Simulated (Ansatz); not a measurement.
Structure types of Sb were relaxed at one common pressure (all-electron LAPW in Ansatz 0.2.0 under PBE, scalar-relativistic, no spin polarisation, zero temperature). They take these volumes:

```
            type  space group  V (Å³/atom)
             fcc        Fm-3m        21.96
             bcc        Im-3m        21.82
             hcp     P6_3/mmc        21.96
           omega       P6/mmm        22.03
        beta tin     I4_1/amd        23.40
simple hexagonal       P6/mmm        23.15
```

Problem. At about which pressure, and is the densest type also the lowest in enthalpy?

Solution. 22 GPa. The densest is bcc, and it is also the lowest in enthalpy among these.
